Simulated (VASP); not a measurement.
# Ta, equation of state: which settings are enough?

Ta, Im-3m (no. 229), 1 atom in the cell. PBE; PAW potentials Ta_pv (PBE set). VASP 6.6.1.

Wanted: equilibrium volume within 0.2 %; bulk modulus within 1 %.

What the run is for: equation of state; Accuracy asked: standard.

The series start from Plane-wave cutoff (eV): 290; Smearing width (eV): 0.1; k-point mesh: 15 × 15 × 15; Volumes: 5 from 0.92 to 1.08; Precision mode (PREC): Accurate; Electronic threshold (eV): 1e-6; Aspherical gradient terms in the spheres (LASPH): yes; Start of each volume: each volume from scratch. Each series keeps the choices made before it, and each single choice may use up half of a tolerance. Times cover all steps of a run.

## Plane-wave cutoff (eV)

| Plane-wave cutoff (eV) | Equilibrium volume (Å³/atom) | Bulk modulus (GPa) | Time (s) |
|---|---|---|---|
| 180 | 18.36 | 193.1 | 19 |
| 220 | 18.28 | 192.9 | 20 |
| 260 | 18.27 | 193 | 33 |
| 290 | 18.28 | 193.6 | 25 |
| 340 | 18.27 | 194 | 43 |
| 390 | 18.27 | 194 | 46 |
| 470 | 18.27 | 193.9 | 58 |
| 590 (reference) | 18.27 | 193.9 | 82 |

Chosen: 260, the loosest value from which every tighter one stays within half of the tolerance.

## Smearing width (eV)

| Smearing width (eV) | Equilibrium volume (Å³/atom) | Bulk modulus (GPa) | Time (s) |
|---|---|---|---|
| 0.4 | 18.29 | 192.1 | 29 |
| 0.3 | 18.28 | 192.4 | 30 |
| 0.2 | 18.28 | 194.2 | 29 |
| 0.15 | 18.27 | 194 | 28 |
| 0.1 | 18.27 | 193 | 33 |
| 0.05 (reference) | 18.27 | 192.2 | 33 |

Chosen: 0.1.

## k-point mesh

| k-point mesh | Equilibrium volume (Å³/atom) | Bulk modulus (GPa) | Time (s) |
|---|---|---|---|
| 5 × 5 × 5 | 18.64 | 213.5 | 10 |
| 6 × 6 × 6 | 18.6 | 212.7 | 12 |
| 8 × 8 × 8 | 18.11 | 205.3 | 14 |
| 10 × 10 × 10 | 18.44 | 207.5 | 16 |
| 13 × 13 × 13 | 18.38 | 202.9 | 25 |
| 15 × 15 × 15 | 18.27 | 193 | 33 |
| 18 × 18 × 18 (reference) | 18.3 | 195.2 | 59 |

Chosen: 18 × 18 × 18; the next looser run is off by more than half of the tolerance, so convergence isn't shown beyond this value.

## Volumes

| Volumes | Equilibrium volume (Å³/atom) | Bulk modulus (GPa) | Time (s) |
|---|---|---|---|
| 5 from 0.88 to 1.12 | 18.29 | 195.5 | 70 |
| 5 from 0.92 to 1.08 | 18.3 | 195.2 | 59 |
| 7 from 0.91 to 1.09 (reference) | 18.29 | 195.2 | 94 |

Chosen: 5 from 0.88 to 1.12.

## Precision mode (PREC)

| Precision mode (PREC) | Equilibrium volume (Å³/atom) | Bulk modulus (GPa) | Time (s) |
|---|---|---|---|
| SingleN | 18.27 | 195.8 | 36 |
| Normal | 18.29 | 195.4 | 39 |
| Accurate (reference) | 18.29 | 195.5 | 70 |

Chosen: SingleN.

## Electronic threshold (eV)

| Electronic threshold (eV) | Equilibrium volume (Å³/atom) | Bulk modulus (GPa) | Time (s) |
|---|---|---|---|
| 0.001 | 18.27 | 195.8 | 32 |
| 0.0001 | 18.27 | 195.8 | 34 |
| 1e-5 | 18.27 | 195.8 | 29 |
| 1e-6 | 18.27 | 195.8 | 36 |
| 1e-7 (reference) | 18.27 | 195.8 | 33 |

Chosen: 0.001.

## Aspherical gradient terms in the spheres (LASPH)

| Aspherical gradient terms in the spheres (LASPH) | Equilibrium volume (Å³/atom) | Bulk modulus (GPa) | Time (s) |
|---|---|---|---|
| no | 18.27 | 195.8 | 21 |
| yes (reference) | 18.27 | 195.8 | 32 |

Chosen: no.

## Start of each volume

| Start of each volume | Equilibrium volume (Å³/atom) | Bulk modulus (GPa) | Time (s) |
|---|---|---|---|
| each volume from scratch | 18.27 | 195.8 | 21 |
| orbitals of the volume before (WAVECAR) | 18.27 | 195.8 | 13 |

Chosen: orbitals of the volume before (WAVECAR), the fastest of those that stay within half of the tolerance.

## All choices together

| Input | Equilibrium volume (Å³/atom) | Bulk modulus (GPa) | Time (s) |
|---|---|---|---|
| the program's defaults (naive) | 18.55 | 179.9 | 4.2 |
| chosen settings | 18.27 | 195.8 | 13 |
| reference settings throughout | 18.29 | 196 | 174 |

The chosen settings stay within the tolerance of the reference run, but the reference itself isn't shown to be converged in: k-point mesh.

## The input

INCAR:
```
GGA = PE ; ISMEAR = 2
SIGMA = 0.1 ; LWAVE = T
LCHARG = F ; ISIF = 2
NSW = 0 ; PREC = SingleN
LASPH = F ; LREAL = F
ALGO = Normal ; EDIFF = 0.001
NELM = 120 ; GGA_COMPAT = F
ENCUT = 260
```

KPOINTS:
```
Automatic mesh
0
Gamma
  18 18 18
  0 0 0
```

POSCAR.step1:
```
Ta
1.0
   -1.5823951563      1.5823951563      1.5823951563
    1.5823951563     -1.5823951563      1.5823951563
    1.5823951563      1.5823951563     -1.5823951563
Ta
1
Direct
    0.0000000000      0.0000000000      0.0000000000
```

POSCAR.step2:
```
Ta
1.0
   -1.6175709496      1.6175709496      1.6175709496
    1.6175709496     -1.6175709496      1.6175709496
    1.6175709496      1.6175709496     -1.6175709496
Ta
1
Direct
    0.0000000000      0.0000000000      0.0000000000
```

POSCAR.step3:
```
Ta
1.0
   -1.6512800000      1.6512800000      1.6512800000
    1.6512800000     -1.6512800000      1.6512800000
    1.6512800000      1.6512800000     -1.6512800000
Ta
1
Direct
    0.0000000000      0.0000000000      0.0000000000
```

POSCAR.step4:
```
Ta
1.0
   -1.6836662614      1.6836662614      1.6836662614
    1.6836662614     -1.6836662614      1.6836662614
    1.6836662614      1.6836662614     -1.6836662614
Ta
1
Direct
    0.0000000000      0.0000000000      0.0000000000
```

POSCAR.step5:
```
Ta
1.0
   -1.7148523321      1.7148523321      1.7148523321
    1.7148523321     -1.7148523321      1.7148523321
    1.7148523321      1.7148523321     -1.7148523321
Ta
1
Direct
    0.0000000000      0.0000000000      0.0000000000
```

Commands (each step's output is kept before the next begins):
```
cat potpaw_PBE.64/Ta_pv/POTCAR > POTCAR
cp POSCAR.step1 POSCAR
mpirun -np 1 vasp_std > vasp.out
cp POSCAR.step2 POSCAR
mpirun -np 1 vasp_std > vasp.out
cp POSCAR.step3 POSCAR
mpirun -np 1 vasp_std > vasp.out
cp POSCAR.step4 POSCAR
mpirun -np 1 vasp_std > vasp.out
cp POSCAR.step5 POSCAR
mpirun -np 1 vasp_std > vasp.out
```

The chosen input took VASP 6.6.1 13 s on 1 core (AMD EPYC 7R13 (Zen 3)), a shared host.

## An input that fails: cutoff far too low

It runs to its end, but against the unchanged starting input it is off by 3.2 % in the equilibrium volume, 23 % in the bulk modulus.

Changes against the starting input:
```
(all steps)
- PREC = Accurate
- NELM = 120
- ENCUT = 290
+ PREC = Low
+ NELM = 68
+ ENCUT = 140
```
